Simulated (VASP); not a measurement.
# SiNi: single point with PBEsol

Crystal: SiNi.

```
Ni Si
1.0
     4.50369    0.00000    0.00000
     0.00000    4.50369    0.00000
     0.00000    0.00000    4.50369
Ni Si
4 4
Direct
  0.14950 0.14950 0.14950
  0.64950 0.35050 0.85050
  0.85050 0.64950 0.35050
  0.35050 0.85050 0.64950
  0.84683 0.84683 0.84683
  0.34683 0.65317 0.15317
  0.15317 0.34683 0.65317
  0.65317 0.15317 0.34683
```

The cell is a database's computed one.

```json
{
  "Program": "VASP 6.6.1",
  "Task": "single point",
  "Functional": "PBEsol",
  "Potentials or basis": "VASP PAW PBE potentials, release 64 (Ni, Si)",
  "Cutoff": "520 eV",
  "k mesh": "6 × 6 × 6",
  "Occupations": "fermi-dirac, width 0.05 eV",
  "Spin": "collinear spin, ferromagnetic start",
  "Starting moments": "[1.0, 1.0, 1.0, 1.0, 0.0, 0.0, 0.0, 0.0] μB"
}
```

* Pressure: -4.4 GPa
* Largest force: 0.039 eV/Å
* Band gap on the k mesh: none (metal or under the smearing width)
* Net moment: 0.00 μB per cell
* Valence electrons inside the program's atomic spheres: Ni 9.56; Si 1.58

Forces in eV/Å, atoms in the order of the input:
```
Ni  -0.022 -0.022 -0.022
Ni  -0.022  0.022  0.022
Ni   0.022 -0.022  0.022
Ni   0.022  0.022 -0.022
Si  -0.021 -0.021 -0.021
Si  -0.021  0.021  0.021
Si   0.021 -0.021  0.021
Si   0.021  0.021 -0.021
```

Levels at points of the mesh, in eV from the Fermi level:
Spin up:
| k point | band 24 | band 25 | band 26 | band 27 | band 28 | band 29 | band 30 | band 31 | band 32 | band 33 |
| --- | --- | --- | --- | --- | --- | --- | --- | --- | --- | --- |
| (0.00, 0.00, 0.00) | -2.22 | -1.59 | -1.59 | -1.59 | 1.00 | 1.00 | 1.00 | 1.41 | 1.41 | 2.04 |
| (0.50, 0.00, 0.00) | -2.09 | -1.96 | -1.96 | -0.59 | -0.59 | -0.18 | -0.18 | 2.77 | 2.77 | 2.91 |
| (0.50, 0.50, 0.00) | -2.38 | -1.50 | -1.50 | -0.94 | -0.94 | 0.36 | 0.36 | 0.89 | 0.89 | 3.92 |
| (0.50, 0.50, 0.50) | -2.61 | -1.75 | -1.75 | -1.75 | -1.75 | 4.20 | 4.20 | 4.20 | 4.20 | 4.55 |
Spin down:
```csv
k point,band 26,band 27,band 28,band 29,band 30,band 31
"(0.00, 0.00, 0.00)",-1.59,-1.59,1.00,1.00,1.00,1.41
"(0.50, 0.00, 0.00)",-1.96,-0.59,-0.59,-0.18,-0.18,2.77
"(0.50, 0.50, 0.00)",-1.50,-0.94,-0.94,0.36,0.36,0.89
"(0.50, 0.50, 0.50)",-1.75,-1.75,-1.75,4.20,4.20,4.20
```

Wall time 51 s on 2 MPI ranks on Intel(R) Xeon(R) 6975P-C (Granite Rapids) (shared host), peak memory 0.3 GiB a rank.

Caveat: the PAW data sets were made with another functional, which shifts forces and pressure a little.
